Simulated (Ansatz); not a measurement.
Six crystals in the simple cubic structure, computed with PBE in Ansatz (plane waves, PAW datasets (generated soft set 1); cutoff 420 eV), no spin polarisation, no spin–orbit coupling, Fermi–Dirac smearing of 0.061 eV, k-spacing 0.06 Å⁻¹.

(1) Rank them by bulk modulus, stiffest first.
A. Li
B. Cr
C. Ti
D. Ca
E. Sc
F. Ge

Answers

(1) B (189 GPa), C (78 GPa), F (67 GPa), E (35 GPa), A (12.3 GPa), D (10.8 GPa).

Model structures, not the usual forms at ambient conditions (metastable or hypothetical): Sc, Ge, Ti, Li, Ca, Cr. Spin polarisation is left out, and a magnetic state may lie lower for Sc, Cr.
